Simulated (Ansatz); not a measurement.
# Property card for Au

The calculation used Ansatz, DFT PBE, scalar-relativistic, plane waves, PAW.

Plane waves to 420 eV, a k mesh through Γ of 24×24×20 on the computed 1-atom cell and Gaussian smearing (0.10 eV); no spin polarisation.

The structure is relaxed at this level of theory with its symmetry kept, and needn't be the ground state of this composition.

Space group P6/mmm (No. 191). a = 2.823 Å, b = 2.823 Å, c = 2.805 Å, α = 90.00°, β = 90.00°, γ = 120.00°
```tsv
atom	site	symmetry	x	y	z
Au	1b	6/mmm	0.0000	0.0000	0.5000
```

```json
{"Space group": "P6/mmm (No. 191)", "Volume per atom": "19.36 Å³", "Energy over the standard state (uncorrected)": "+0.072 eV/atom", "Kohn–Sham band gap": "none (metal)", "Density of states at the Fermi level": "0.3 states/eV per cell", "Orbital (Löwdin) character within 0.5 eV of the Fermi level": "Au 6s 45 %, Au 5d 33 %, unprojected 23 %", "Bader charge by site (e)": "Au (1 in the cell) 0.00"}
```

Spin-orbit coupling is left out, which matters for the bands of heavy elements.

The cell was found from a structure generator's guess, not taken from experiment. Löwdin shares on free-atom orbitals overweight diffuse shells.
